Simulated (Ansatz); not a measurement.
Born–Oppenheimer molecular dynamics of a periodic cell of 12 atoms, TiO$_{2}$ (start crystal TiO2, start structure I4_1/amd, volume 1.1 times the crystal's). It goes on from the last frame of an earlier run, with new velocities.

All numbers below come from DFT PBE-D3(BJ), scalar-relativistic, plane waves, PAW (Ansatz 0.2.0). Settings: accuracy low, PAW set soft_1, cutoff 420 eV, k mesh 3x3x1, fermi-dirac smearing 0.36 eV, no spin polarisation.

```json
{"ensemble": "NPT, Langevin", "time step": "0.75 fs", "steps asked": "240", "set temperature": "2940 K", "friction": "0.05 /fs", "pressure": "0 GPa", "seed": "560617"}
```

Frames 15 fs apart, positions in Å, forces in eV/Å.

Velocities at 0 fs (Å/ps):

```
Ti 10.18 -2.58 -2.88
Ti 10.35 -4.94 1.97
O 0.03 -9.79 -0.51
O -8.72 6.63 -0.18
O 19.84 -6.73 -0.52
O -14.34 -7.54 -19.16
Ti -4.03 16.20 0.68
Ti -4.00 7.44 5.18
O -5.43 -3.56 1.36
O -28.02 2.60 10.09
O 0.77 -8.67 -16.87
O -1.54 -21.15 11.01
```

```xyz
12
Lattice="3.9197 0.0000 0.0000 0.0000 3.9197 0.0000 0.0000 0.0000 9.8882" Properties=species:S:1:pos:R:3:forces:R:3 time_fs=0 energy_less_start_eV=0.000 T=2695
Ti -0.835 -0.373 -0.184 0.99 2.26 0.59
Ti 0.200 1.842 2.159 -1.91 0.06 -2.71
O -0.406 -0.149 1.738 2.10 0.68 -0.14
O -0.440 1.472 4.145 0.05 1.80 -1.45
O -0.572 1.821 -0.109 0.42 -0.02 0.89
O -0.504 -0.122 7.572 2.17 -0.41 0.71
Ti 1.308 1.588 4.617 1.21 0.86 1.96
Ti 1.830 -0.301 7.164 -4.97 1.49 0.16
O 1.410 1.848 7.053 0.71 -0.73 -2.39
O 1.317 0.233 9.354 1.26 -2.53 -1.05
O 1.140 -0.102 4.958 1.95 -2.11 1.34
O 2.055 2.061 2.086 -3.99 -1.34 2.09
12
Lattice="3.8857 0.0000 0.0000 0.0000 3.8857 0.0000 0.0000 0.0000 9.8026" Properties=species:S:1:pos:R:3:forces:R:3 time_fs=15 energy_less_start_eV=-0.752 T=1735
Ti -0.692 -0.401 -0.131 -0.09 4.49 -0.01
Ti 0.299 1.739 2.118 -4.75 0.06 -2.69
O -0.360 -0.180 1.758 1.62 -0.21 -0.54
O -0.525 1.616 3.909 2.40 0.12 1.15
O -0.332 1.898 -0.252 -0.47 -2.85 1.19
O -0.530 -0.099 7.440 0.77 -0.80 0.23
Ti 1.205 1.630 4.608 0.81 -0.04 2.38
Ti 1.744 -0.299 7.109 -4.03 0.66 0.28
O 1.259 1.628 6.848 1.02 0.69 -2.68
O 1.156 0.171 9.243 3.09 -2.18 -1.05
O 1.302 -0.329 4.779 0.73 0.10 1.21
O 1.972 1.780 2.148 -1.09 -0.02 0.52
12
Lattice="3.8257 0.0000 0.0000 0.0000 3.8257 0.0000 0.0000 0.0000 9.6512" Properties=species:S:1:pos:R:3:forces:R:3 time_fs=30 energy_less_start_eV=-2.454 T=3531
Ti -0.590 -0.370 -0.132 -0.10 1.41 -1.02
Ti 0.270 1.671 1.987 -1.61 1.40 0.08
O 0.014 -0.082 1.851 -0.81 -2.93 -2.85
O -0.388 1.611 3.822 1.45 -0.09 1.81
O -0.437 1.714 -0.346 -0.15 0.13 2.09
O -0.603 -0.084 7.319 1.66 -0.61 -0.12
Ti 1.210 1.561 4.610 1.99 -0.22 -2.06
Ti 1.606 -0.407 6.938 -2.40 3.03 0.73
O 1.177 1.790 6.388 -0.14 -3.77 1.92
O 1.290 -0.123 9.007 1.48 -0.83 -0.74
O 1.585 -0.416 4.742 -0.07 2.02 0.85
O 1.965 1.714 2.239 -1.33 0.47 -0.70
12
Lattice="3.7890 0.0000 0.0000 0.0000 3.7890 0.0000 0.0000 0.0000 9.5587" Properties=species:S:1:pos:R:3:forces:R:3 time_fs=45 energy_less_start_eV=-2.688 T=3685
Ti -0.698 -0.382 -0.099 0.24 1.80 -2.87
Ti 0.237 1.717 1.935 -0.44 0.27 0.86
O 0.390 -0.126 1.815 -1.93 -2.08 -2.42
O -0.221 1.717 3.902 -2.10 0.10 -0.94
O -0.472 1.680 -0.177 0.74 -1.92 2.13
O -0.584 -0.161 7.211 1.35 -0.22 0.72
Ti 1.282 1.452 4.533 5.00 1.18 1.30
Ti 1.545 -0.426 6.808 -1.62 1.72 0.39
O 1.010 1.658 6.409 0.85 -1.81 -0.66
O 1.381 -0.554 8.729 -0.33 1.05 1.56
O 1.795 -0.289 4.795 -0.73 -0.91 0.24
O 2.033 1.541 2.255 -1.03 0.83 -0.31
12
Lattice="3.7975 0.0000 0.0000 0.0000 3.7975 0.0000 0.0000 0.0000 9.5800" Properties=species:S:1:pos:R:3:forces:R:3 time_fs=60 energy_less_start_eV=-2.286 T=2688
Ti -0.772 -0.411 -0.075 1.56 1.17 -1.95
Ti 0.268 1.678 1.968 0.16 -1.48 1.86
O 0.554 -0.423 1.649 -1.62 1.97 -0.54
O -0.260 1.623 4.036 2.83 0.20 -0.64
O -0.436 1.647 0.167 0.32 -1.56 -1.75
O -0.550 -0.180 7.140 0.11 -0.56 1.38
Ti 1.566 1.452 4.645 -0.12 1.98 -1.02
Ti 1.496 -0.402 6.804 -0.45 1.11 1.34
O 1.006 1.602 6.540 1.75 -0.45 -2.07
O 1.412 -0.455 8.708 -0.98 0.28 1.48
O 2.115 -0.179 4.874 -1.93 -2.41 0.41
O 2.148 1.442 2.061 -1.62 -0.25 1.50
12
Lattice="3.8072 0.0000 0.0000 0.0000 3.8072 0.0000 0.0000 0.0000 9.6044" Properties=species:S:1:pos:R:3:forces:R:3 time_fs=75 energy_less_start_eV=-2.247 T=2184
Ti -0.766 -0.429 -0.064 2.80 0.67 -0.17
Ti 0.270 1.561 2.090 -0.63 -1.52 3.82
O 0.393 -0.542 1.648 -1.39 3.53 0.47
O -0.144 1.432 4.071 1.98 0.85 0.64
O -0.160 1.567 0.406 -2.82 -1.42 -6.65
O -0.601 -0.146 7.199 0.93 -0.95 1.64
Ti 1.784 1.520 4.748 -0.30 0.08 -2.90
Ti 1.478 -0.438 6.845 -0.62 2.45 2.00
O 1.114 1.636 6.531 0.87 -1.37 -0.74
O 1.377 -0.192 8.877 -0.31 -0.82 -0.08
O 2.123 -0.291 4.964 -1.69 -1.20 0.30
O 2.006 1.363 2.184 1.20 -0.30 1.67
12
Lattice="3.8275 0.0000 0.0000 0.0000 3.8275 0.0000 0.0000 0.0000 9.6557" Properties=species:S:1:pos:R:3:forces:R:3 time_fs=90 energy_less_start_eV=-3.723 T=3067
Ti -0.694 -0.434 -0.029 2.26 0.33 -1.86
Ti 0.292 1.461 2.204 -2.76 0.33 -0.26
O 0.356 -0.387 1.773 -2.03 -1.57 -0.14
O 0.104 1.608 4.326 -1.11 -0.21 -1.38
O -0.199 1.343 0.063 -1.07 2.61 1.61
O -0.503 -0.300 7.432 0.34 -0.64 0.51
Ti 1.918 1.530 4.824 -0.06 0.18 -1.78
Ti 1.347 -0.495 7.041 0.16 3.19 1.49
O 1.316 1.669 6.585 0.30 -3.16 0.81
O 1.510 -0.085 9.008 -0.59 -1.77 -0.03
O 1.868 -0.337 5.131 0.51 0.29 -0.18
O 1.912 1.395 2.543 4.04 0.40 1.20
12
Lattice="3.8482 0.0000 0.0000 0.0000 3.8482 0.0000 0.0000 0.0000 9.7079" Properties=species:S:1:pos:R:3:forces:R:3 time_fs=105 energy_less_start_eV=-3.182 T=2969
Ti -0.655 -0.487 -0.113 3.21 0.38 -0.06
Ti 0.238 1.479 2.216 -0.42 -0.10 1.78
O 0.206 -0.501 1.960 -1.40 0.30 -1.99
O 0.122 1.657 4.366 -1.30 -0.67 -1.01
O -0.163 1.343 -0.091 -1.24 1.73 2.54
O -0.370 -0.139 7.547 -4.77 -1.02 1.12
Ti 2.067 1.563 4.854 -1.00 0.13 0.11
Ti 1.241 -0.430 7.330 3.51 -0.47 -4.84
O 1.262 1.518 6.879 1.64 0.96 -0.94
O 1.529 -0.288 9.088 -0.45 -1.10 2.82
O 1.821 -0.392 5.182 0.87 0.17 0.46
O 1.952 1.493 2.686 1.34 -0.31 0.02
12
Lattice="3.8760 0.0000 0.0000 0.0000 3.8760 0.0000 0.0000 0.0000 9.7781" Properties=species:S:1:pos:R:3:forces:R:3 time_fs=120 energy_less_start_eV=-3.591 T=3220
Ti -0.498 -0.631 -0.280 -0.90 0.36 3.09
Ti 0.351 1.488 2.232 -1.75 0.07 0.48
O 0.086 -0.462 1.791 -0.06 -0.24 0.06
O -0.055 1.638 4.287 3.52 -0.49 -0.58
O -0.318 1.449 0.171 -0.61 -0.15 0.45
O -0.573 -0.056 7.603 -0.01 -1.07 1.28
Ti 2.180 1.603 4.788 -2.35 -0.32 1.24
Ti 1.230 -0.398 7.471 2.12 0.12 -3.24
O 1.439 1.742 6.995 -0.33 -0.85 -0.15
O 1.363 -0.656 9.335 1.67 0.68 -1.21
O 2.018 -0.526 5.165 -0.41 1.90 0.45
O 2.045 1.431 2.870 -0.90 0.00 -1.86
12
Lattice="3.9233 0.0000 0.0000 0.0000 3.9233 0.0000 0.0000 0.0000 9.8975" Properties=species:S:1:pos:R:3:forces:R:3 time_fs=135 energy_less_start_eV=-2.353 T=2937
Ti -0.476 -0.822 -0.355 -0.31 3.35 2.60
Ti 0.446 1.414 2.205 -2.39 0.17 0.69
O 0.084 -0.465 1.655 0.79 0.85 1.02
O 0.065 1.661 4.216 1.75 -0.79 0.02
O -0.427 1.603 0.379 -0.05 -4.21 -0.34
O -0.692 -0.200 7.727 2.58 0.32 -0.03
Ti 2.120 1.633 4.753 0.22 0.79 0.52
Ti 1.302 -0.378 7.436 0.99 1.09 -0.69
O 1.466 1.916 7.046 -0.94 -3.74 -0.95
O 1.504 -0.738 9.341 -0.92 0.91 -0.81
O 2.296 -0.564 5.335 -1.11 1.50 -0.94
O 2.145 1.510 2.838 -0.61 -0.25 -1.09
12
Lattice="3.9517 0.0000 0.0000 0.0000 3.9517 0.0000 0.0000 0.0000 9.9691" Properties=species:S:1:pos:R:3:forces:R:3 time_fs=150 energy_less_start_eV=-2.138 T=3012
Ti -0.636 -0.920 -0.386 0.99 1.18 1.10
Ti 0.466 1.278 2.076 -3.29 0.39 -0.07
O 0.179 -0.531 1.678 0.02 -1.79 -0.19
O 0.223 1.690 4.065 0.65 -0.78 1.22
O -0.423 1.192 0.284 -0.22 2.05 -2.23
O -0.638 -0.185 7.629 1.83 -1.18 1.79
Ti 2.039 1.541 4.743 0.07 0.22 -0.35
Ti 1.359 -0.464 7.226 0.77 0.20 0.69
O 1.434 1.670 7.053 -0.36 -0.35 -2.28
O 1.504 -0.707 9.183 -0.47 -0.34 0.14
O 2.453 -0.384 5.435 -2.29 0.42 -1.61
O 2.119 1.399 2.445 2.30 -0.02 1.79
12
Lattice="3.9602 0.0000 0.0000 0.0000 3.9602 0.0000 0.0000 0.0000 9.9905" Properties=species:S:1:pos:R:3:forces:R:3 time_fs=165 energy_less_start_eV=-1.543 T=3561
Ti -0.763 -1.103 -0.344 4.47 1.25 1.06
Ti 0.345 1.216 2.027 -0.38 0.52 -0.15
O 0.129 -0.872 1.811 0.31 -0.65 -0.90
O 0.362 1.590 4.191 -1.81 -0.42 -0.38
O -0.458 1.030 0.238 0.75 0.84 -1.21
O -0.612 -0.297 7.676 2.13 -1.52 0.60
Ti 1.988 1.390 4.690 1.99 2.12 -0.55
Ti 1.531 -0.483 7.167 0.91 0.21 1.10
O 1.603 1.554 6.983 -0.90 1.34 -1.35
O 1.687 -0.603 9.251 -4.86 -0.50 -0.21
O 2.316 -0.165 5.353 -0.76 -3.16 -0.43
O 2.296 1.161 2.318 -1.84 -0.03 2.43
```

Of the whole run (180 fs, mean temperature of the second half 3005 K): The conserved energy stayed within 0.39 meV per atom of its start (net change -0.33 meV per atom), so the integration is sound. A run of 0.18 ps of so small a system gives no equilibrium averages. Limits of this set-up: coarse k mesh, low accuracy level. The cell's volume went from 152 to 154 Å³.

The run took 18 min on 1 thread of Arm Neoverse V2 (shared host), peak memory 0.51 GiB.
